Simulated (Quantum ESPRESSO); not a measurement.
ZrSe2:

```
Zr Se
1.0
     3.79800    0.00000    0.00000
    -1.89900    3.28916    0.00000
     0.00000    0.00000    6.19200
Zr Se
1 2
Direct
  0.00000 0.00000 0.00000
  0.66667 0.33333 0.75000
  0.33333 0.66667 0.25000
```

Base run:

```yaml
Program: Quantum ESPRESSO 7.5
Functional: PBEsol
Potentials_or_basis: PseudoDojo 0.4.1 SR PBEsol standard
Cutoff: 1170 eV
Density_cutoff: 4680 eV
k_mesh: 8 × 8 × 5
Occupations: fermi-dirac, width 0.05 eV
Spin: no spin polarisation
```

Its results: band gap on the k mesh 0.35 eV, indirect (least direct gap 1.01 eV); pressure -1.2 GPa; largest force 0.085 eV/Å.

Q: The run is repeated on the same cell with these changes: functional from PBEsol to PBE; potentials or basis from PseudoDojo 0.4.1 SR PBEsol standard to PseudoDojo 0.4.1 SR PBE standard. What comes out?

A: Band gap on the k mesh 0.40 eV, indirect (least direct gap 1.05 eV); pressure 2.0 GPa; largest force 0.288 eV/Å.

Caveats: this functional lacks dispersion, which binds the layers, so the pressure and a relaxed spacing across them are unreliable.

A k mesh can miss the band edges.
